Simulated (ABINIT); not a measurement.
# SnTe (Fm-3m) in ABINIT: notebook

The runs below take SnTe through single point, with r2SCAN, SCAN, revPBE.

Everything below comes from runs of ABINIT 10.8.3 (patched build). Logs are shortened: lines on timing, memory, paths and dates and some standing lists are left out, and cuts for length are marked. The log counts tension as positive stress, the text compression.

**1. The crystal as given**

Symmetry: Fm-3m, No. 225, cubic system. Conventional cell: a = 6.302 Å, b = 6.302 Å, c = 6.302 Å, α = 90.00°, β = 90.00°, γ = 90.00°. Around Te (site symmetry m-3m) lie 6 Sn at 3.15 Å. Sn (site symmetry m-3m) is surrounded by 6 Te at 3.15 Å.

**2. Single point, r2SCAN**

run.abi reads:

```
pp_dirpath "./"
pseudos "Te.GGA_PBE-JTH.xml, Sn.GGA_PBE-JTH.xml"

acell 4.455974803 4.455974803 4.455974803 Angstrom
rprim
     0.0000000000     0.7071067812     0.7071067812
     0.7071067812     0.0000000000     0.7071067812
     0.7071067812     0.7071067812     0.0000000000
ntypat 2
znucl 52 50
natom 2
typat 1 2
xred
     0.5000000000     0.5000000000     0.5000000000
     0.0000000000     0.0000000000     0.0000000000

ecut 26.0
pawecutdg 48.0

kptopt 1
ngkpt 7 7 7
nshiftk 1
shiftk 0.0 0.0 0.0

ixc -497498
usekden 1
pawxcdev 0

nband 14
occopt 3
tsmear 0.05 eV

nstep 100
tolvrs 1.0e-7

iomode 3
prtwf 0
prtden 0
prteig 0
prtebands 0
enunit 1
```

Potentials or basis: JTH PAW PBE v2.0.

Launch:

```
abinit run.abi > log 2>&1
```

run.abo:

```text
.Version 10.8.3 of ABINIT
 Symmetries : space group Fm -3 m (#225); Bravais cF (face-center cubic)
================================================================================
 Values of the parameters that define the memory need of the present run
     intxc =       0    ionmov =       0      iscf =      17    lmnmax =      18
     lnmax =       6     mgfft =      40  mpssoang =       3    mqgrid =    3001
     natom =       2  nloc_mem =       2    nspden =       1   nspinor =       1
    nsppol =       1      nsym =      48    n1xccc =       1    ntypat =       2
    occopt =       3   xclevel =       2
       mpw =        2698          nfft =       64000          nkpt =          20
 PAW method is used; the additional fine FFT grid is defined by:
   mgfftf=        54    nfftf =    157464
================================================================================
================================================================================

--------------------------------------------------------------------------------
------------- Echo of variables that govern the present computation ------------
--------------------------------------------------------------------------------
 -outvars: echo values of preprocessed input variables --------
            acell      8.4205720016E+00  8.4205720016E+00  8.4205720016E+00 Bohr
              amu      1.27600000E+02  1.18710000E+02
             ecut      2.60000000E+01 Hartree
           enunit           1
              ixc     -497498
         kptrlatt        7    0    0      0    7    0      0    0    7
          kptrlen      5.89440040E+01
            natom           2
            nband          14
            ngfft          40      40      40
          ngfftdg          54      54      54
             nkpt          20
            nstep         100
             nsym          48
           ntypat           2
           occopt           3
        pawecutdg      4.80000000E+01 Hartree
         pawxcdev           0
           prtden           0
        prtebands           0
           prteig           0
          prtkden           1
            prtwf           0
            rprim      0.0000000000E+00  7.0710678120E-01  7.0710678120E-01
                       7.0710678120E-01  0.0000000000E+00  7.0710678120E-01
                       7.0710678120E-01  7.0710678120E-01  0.0000000000E+00
          spgroup         225
           tolvrs      1.00000000E-07
           tsmear      1.83746611E-03 Hartree
            typat      1  2
          usekden           1
           useylm           1
           xangst      3.1508500001E+00  3.1508500001E+00  3.1508500001E+00
                       0.0000000000E+00  0.0000000000E+00  0.0000000000E+00
            xcart      5.9542435639E+00  5.9542435639E+00  5.9542435639E+00
                       0.0000000000E+00  0.0000000000E+00  0.0000000000E+00
             xred      5.0000000000E-01  5.0000000000E-01  5.0000000000E-01
                       0.0000000000E+00  0.0000000000E+00  0.0000000000E+00
            znucl       52.00000   50.00000
[... 128 lines left out ...]
       0.000000000000      0.000000000000      0.000000000000
 rms dE/dt=  0.0000E+00; max dE/dt=  0.0000E+00; dE/dt below (all hartree)
    1       0.000000000000      0.000000000000      0.000000000000
    2       0.000000000000      0.000000000000      0.000000000000

 cartesian coordinates (angstrom) at end:
    1      3.15085000005763     3.15085000005763     3.15085000005763
    2      0.00000000000000     0.00000000000000     0.00000000000000

 cartesian forces (hartree/bohr) at end:
    1     -0.00000000000000    -0.00000000000000    -0.00000000000000
    2     -0.00000000000000    -0.00000000000000    -0.00000000000000
 frms,max,avg= 0.0000000E+00 0.0000000E+00   0.000E+00  0.000E+00  0.000E+00 h/b

 cartesian forces (eV/Angstrom) at end:
    1     -0.00000000000000    -0.00000000000000    -0.00000000000000
    2     -0.00000000000000    -0.00000000000000    -0.00000000000000
 frms,max,avg= 0.0000000E+00 0.0000000E+00   0.000E+00  0.000E+00  0.000E+00 e/A
 length scales=  8.420572001616  8.420572001616  8.420572001616 bohr
              =  4.455974803000  4.455974803000  4.455974803000 angstroms
 Fermi (or HOMO) energy (eV) =  -0.64705   Average Vxc (eV)= -10.10144
 Eigenvalues (   eV  ) for nkpt=  20  k points:
 kpt#   1, nband= 14, wtk=  0.00292, kpt=  0.0000  0.0000  0.0000 (reduced coord)
 -23.47547  -23.47547  -23.46970  -23.46970  -23.46970  -14.21596   -5.44705   -3.19417
  -3.19417   -3.19417    2.82407    2.82407    2.82407    4.31229
 prteigrs : prtvol=0 or 1, do not print more k-points.

--- !EnergyTerms
iteration_state     : {dtset: 1, }
comment             : Components of total free energy in Hartree
kinetic             :  1.41187831641334E+01
hartree             :  2.91589313899789E+01
xc                  : -1.04834309533590E+01
Ewald energy        : -5.23476707185128E+01
psp_core            :  6.43715902776218E+00
local_psp           : -7.89493231263800E+01
PAW spherical_terms :  5.63845875430210E+01
internal            : -3.56809636733562E+01
'-kT*entropy'       : -4.95902259640474E-06
total_energy        : -3.56809686323788E+01
total_energy_eV     : -9.70928619086393E+02
...

--- !EnergyTermsDC
iteration_state     : {dtset: 1, }
comment             : '"Double-counting" decomposition of free energy'
band_energy         : -1.10232491830094E+01
Ewald energy        : -5.23476707185128E+01
psp_core            :  6.43715902776218E+00
xc_dc               : -3.19271203981163E+01
PAW spherical_terms :  5.31800523297000E+01
internal            : -3.56808289421763E+01
'-kT*entropy'       : -4.95902259640474E-06
total_energy_dc     : -3.56808339011989E+01
total_energy_dc_eV  : -9.70924952864216E+02
...

--- !EnergyTermsWithPAWCore
iteration_state     : {dtset: 1, }
comment             : 'Components of total free energy, including PAW core contributions'
Total energy        : -1.29730386978899E+04
Total energy DC     : -1.29730385631587E+04
Total energy (eV)   : -3.53014366792339E+05
Total energy DC (eV): -3.53014363126117E+05
...

 Cartesian components of stress tensor (hartree/bohr^3)
  sigma(1 1)= -4.21802827E-05  sigma(3 2)=  0.00000000E+00
  sigma(2 2)= -4.21802827E-05  sigma(3 1)=  0.00000000E+00
  sigma(3 3)= -4.21802827E-05  sigma(2 1)=  0.00000000E+00

-Cartesian components of stress tensor (GPa)         [Pressure=  1.2410E+00 GPa]
- sigma(1 1)= -1.24098676E+00  sigma(3 2)=  0.00000000E+00
- sigma(2 2)= -1.24098676E+00  sigma(3 1)=  0.00000000E+00
- sigma(3 3)= -1.24098676E+00  sigma(2 1)=  0.00000000E+00

== END DATASET(S) ==============================================================
================================================================================

 -outvars: echo values of variables after computation  --------
            acell      8.4205720016E+00  8.4205720016E+00  8.4205720016E+00 Bohr
           etotal     -3.5680833901E+01
            fcart     -0.0000000000E+00 -0.0000000000E+00 -0.0000000000E+00
                      -0.0000000000E+00 -0.0000000000E+00 -0.0000000000E+00
            rprim      0.0000000000E+00  7.0710678120E-01  7.0710678120E-01
                       7.0710678120E-01  0.0000000000E+00  7.0710678120E-01
                       7.0710678120E-01  7.0710678120E-01  0.0000000000E+00
           strten     -4.2180282724E-05 -4.2180282724E-05 -4.2180282724E-05
                       0.0000000000E+00  0.0000000000E+00  0.0000000000E+00
           xangst      3.1508500001E+00  3.1508500001E+00  3.1508500001E+00
                       0.0000000000E+00  0.0000000000E+00  0.0000000000E+00
             xred      5.0000000000E-01  5.0000000000E-01  5.0000000000E-01
                       0.0000000000E+00  0.0000000000E+00  0.0000000000E+00
 Calculation completed.
```

Wall time 78 s (1 thread of Arm Neoverse V1, shared host); peak memory 0.18 GiB.

Results:

* Free energy: -970.9250 eV
* Pressure: 1.2 GPa
* Valence electrons inside the program's atomic spheres: Te 3.12; Sn 11.79

Caveat: this odd mesh misses L, where the gap lies, so gap, dielectric constants and Born charges aren't listed; totals of a meta-GGA on PAW files have another zero than those of a GGA; the PAW data sets were made with another functional, which shifts forces and pressure a little.

**3. Single point, SCAN**

run.abi: that of step 2 with these lines changed.

```diff
@@ -24,3 +24,3 @@
 
-ixc -497498
+ixc -263267
 usekden 1
```

Potentials or basis: JTH PAW PBE v2.0.

Launch:

```
abinit run.abi > log 2>&1
```

Wall time 81 s (1 thread of Arm Neoverse V1, shared host); peak memory 0.18 GiB.

The run converged. Its results:

| Property | Result |
| --- | --- |
| Free energy | -1006.8233 eV |
| Pressure | 0.5 GPa |
| Valence electrons inside the program's atomic spheres | Te 3.11; Sn 11.83 |

Levels at points of the mesh, in eV from the Fermi level:
```
           k point  band 6  band 7  band 8  band 9  band 10  band 11  band 12  band 13  band 14
(0.00, 0.00, 0.00)  -13.44   -4.95   -2.38   -2.38    -2.38     3.43     3.43     3.43     5.09
```

Caveat: this odd mesh misses L, where the gap lies, so gap, dielectric constants and Born charges aren't listed; totals of a meta-GGA on PAW files have another zero than those of a GGA; the PAW data sets were made with another functional, which shifts forces and pressure a little.

**4. Single point, revPBE**

run.abi: that of step 3 with these lines changed.

```diff
@@ -18,2 +18,3 @@
 pawecutdg 48.0
+pawxcdev 0
 
@@ -24,5 +25,3 @@
 
-ixc -263267
-usekden 1
-pawxcdev 0
+ixc 14
 
@@ -33,3 +32,3 @@
 nstep 100
-tolvrs 1.0e-7
+tolvrs 1.0e-9
```

Potentials or basis: JTH PAW PBE v2.0.

Launch:

```
abinit run.abi > log 2>&1
```

run.abo:

```text
.Version 10.8.3 of ABINIT
 Symmetries : space group Fm -3 m (#225); Bravais cF (face-center cubic)
================================================================================
 Values of the parameters that define the memory need of the present run
     intxc =       0    ionmov =       0      iscf =      17    lmnmax =      18
     lnmax =       6     mgfft =      40  mpssoang =       3    mqgrid =    3001
     natom =       2  nloc_mem =       2    nspden =       1   nspinor =       1
    nsppol =       1      nsym =      48    n1xccc =       1    ntypat =       2
    occopt =       3   xclevel =       2
       mpw =        2698          nfft =       64000          nkpt =          20
 PAW method is used; the additional fine FFT grid is defined by:
   mgfftf=        54    nfftf =    157464
================================================================================
================================================================================

--------------------------------------------------------------------------------
------------- Echo of variables that govern the present computation ------------
--------------------------------------------------------------------------------
 -outvars: echo values of preprocessed input variables --------
            acell      8.4205720016E+00  8.4205720016E+00  8.4205720016E+00 Bohr
              amu      1.27600000E+02  1.18710000E+02
             ecut      2.60000000E+01 Hartree
           enunit           1
              ixc          14
         kptrlatt        7    0    0      0    7    0      0    0    7
          kptrlen      5.89440040E+01
            natom           2
[... 205 lines left out ...]
internal            : -7.79766851195641E+01
'-kT*entropy'       : -2.78501959976187E-06
total_energy_dc     : -7.79766879045837E+01
total_energy_dc_eV  : -2.12185377275394E+03
...

--- !EnergyTermsWithPAWCore
iteration_state     : {dtset: 1, }
comment             : 'Components of total free energy, including PAW core contributions'
Total energy        : -1.29724117078822E+04
Total energy DC     : -1.29724117141210E+04
Total energy (eV)   : -3.52997305525068E+05
Total energy DC (eV): -3.52997305694834E+05
...

 Cartesian components of stress tensor (hartree/bohr^3)
  sigma(1 1)= -1.00238754E-04  sigma(3 2)=  0.00000000E+00
  sigma(2 2)= -1.00238754E-04  sigma(3 1)=  0.00000000E+00
  sigma(3 3)= -1.00238754E-04  sigma(2 1)=  0.00000000E+00

-Cartesian components of stress tensor (GPa)         [Pressure=  2.9491E+00 GPa]
- sigma(1 1)= -2.94912597E+00  sigma(3 2)=  0.00000000E+00
- sigma(2 2)= -2.94912597E+00  sigma(3 1)=  0.00000000E+00
- sigma(3 3)= -2.94912597E+00  sigma(2 1)=  0.00000000E+00

== END DATASET(S) ==============================================================
================================================================================

 -outvars: echo values of variables after computation  --------
            acell      8.4205720016E+00  8.4205720016E+00  8.4205720016E+00 Bohr
           etotal     -7.7976687905E+01
            fcart     -0.0000000000E+00 -0.0000000000E+00 -0.0000000000E+00
                      -0.0000000000E+00 -0.0000000000E+00 -0.0000000000E+00
            rprim      0.0000000000E+00  7.0710678120E-01  7.0710678120E-01
                       7.0710678120E-01  0.0000000000E+00  7.0710678120E-01
                       7.0710678120E-01  7.0710678120E-01  0.0000000000E+00
           strten     -1.0023875446E-04 -1.0023875446E-04 -1.0023875446E-04
                       0.0000000000E+00  0.0000000000E+00  0.0000000000E+00
           xangst      3.1508500001E+00  3.1508500001E+00  3.1508500001E+00
                       0.0000000000E+00  0.0000000000E+00  0.0000000000E+00
             xred      5.0000000000E-01  5.0000000000E-01  5.0000000000E-01
                       0.0000000000E+00  0.0000000000E+00  0.0000000000E+00
 Calculation completed.
```

Run time: 25 s. Hardware: 1 thread of Arm Neoverse V1, shared host; peak memory 0.14 GiB.

Results:

```
Free energy                                           : -2121.8538 eV
Pressure                                              : 2.9 GPa
Valence electrons inside the program's atomic spheres : Te 3.12; Sn 11.80
```

Levels at points of the mesh, in eV from the Fermi level:
| k point | band 8 | band 9 | band 10 | band 11 | band 12 | band 13 |
| --- | --- | --- | --- | --- | --- | --- |
| (0.00, 0.00, 0.00) | -2.25 | -2.25 | -2.25 | 3.37 | 3.37 | 3.37 |

Caveat: this odd mesh misses L, where the gap lies, so gap, dielectric constants and Born charges aren't listed; the PAW data sets were made with another functional, which shifts forces and pressure a little. The run has no spin-orbit coupling, so splittings on Te are missing.

**5. Overview**

| level | pressure (GPa) |
| --- | --- |
| r2SCAN | 1.2 |
| SCAN | 0.5 |
| revPBE | 2.9 |

Alike in all rows: task single point; potentials or basis JTH PAW PBE v2.0; no spin polarisation; cell as given; k mesh 7 × 7 × 7; cutoff (eV) 707; smearing fermi-dirac 0.05 eV.

The pressure there spans 0.5 GPa (SCAN) to 2.9 GPa (revPBE); a positive pressure means that this level wants a larger cell, a negative one a smaller.

Caveats: the PAW data sets were made with another functional, which shifts forces and pressure a little; totals of a meta-GGA on PAW files have another zero than those of a GGA (some runs).

Absolute energies hang on the potentials; compare differences alone.
